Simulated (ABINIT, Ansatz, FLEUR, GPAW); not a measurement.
# One calculation of Fe, 4 ways

```
Fe
1.0
    -1.44300    1.44300    1.44300
     1.44300   -1.44300    1.44300
     1.44300    1.44300   -1.44300
Fe
1
Direct
  0.00000 0.00000 0.00000
```

Alike in all runs: task band structure; functional BLYP; k mesh 13 × 13 × 13; occupations fermi-dirac, width 0.05 eV; collinear spin, ferromagnetic start; no spin-orbit coupling. Pressure is positive in compression and, in plane waves, holds the error of the finite cutoff.

```tsv
program and potentials	plane-wave cutoff (eV)	notes	pressure (GPa)	net moment per atom (μB)
Ansatz, all-electron LAPW, scalar-relativistic	-	-	-2.85	2.19
ABINIT, JTH PAW PBE v2.0	707	potentials made for PBE; 16 valence electrons an atom on average	-2.78	2.21
FLEUR, all-electron, FLAPW	-	-	-	2.20
GPAW, PAW data sets generated for this functional	600	8 valence electrons an atom on average	-3.14	2.18
```

The pressure spans -3.14 (GPAW, PAW data sets generated for this functional) to -2.78 GPa (ABINIT, JTH PAW PBE v2.0), with all-electron results at -2.85. The net moment per atom spans 2.18 (GPAW, PAW data sets generated for this functional) to 2.21 μB (ABINIT, JTH PAW PBE v2.0), with all-electron results at 2.19 to 2.20. The state is the one that the start led to, which needn't be the lowest.

The functional is the same throughout but for its coding, so the spread measures potentials, basis and numerics; runs on potential files found faulty are left out.
